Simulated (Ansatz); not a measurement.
The system is La.

```
La
1.0
     3.75000    0.00000    0.00000
    -1.87500    3.24760    0.00000
     0.00000    0.00000    6.07000
La
2
Direct
  0.66667 0.33333 0.75000
  0.33333 0.66667 0.25000
```

This isn't the form of La at room conditions, which is double hcp.

Base run:

| Property | Result |
| --- | --- |
| Program | Ansatz 0.2.0 |
| Functional | RPBE |
| Potentials or basis | all-electron LAPW, scalar-relativistic |
| Cutoff | 122 eV (chosen from the basis error) |
| Basis error allowed | 0.001 eV/atom |
| k mesh | 8 × 8 × 5 |
| Occupations | fermi-dirac, width 0.05 eV |
| Spin | no spin polarisation |

Its results: pressure 2.0 GPa.

Q: After a change of settings the same cell gave: pressure -2.8 GPa. Which change was it?
A. functional from RPBE to BLYP
B. functional from RPBE to LDA
C. functional from RPBE to PBEsol
D. functional from RPBE to revPBE

A: B.

LDA binds more tightly than RPBE, so the same cell stands under less pressure.

Runs at the PBE level aren't shown here.
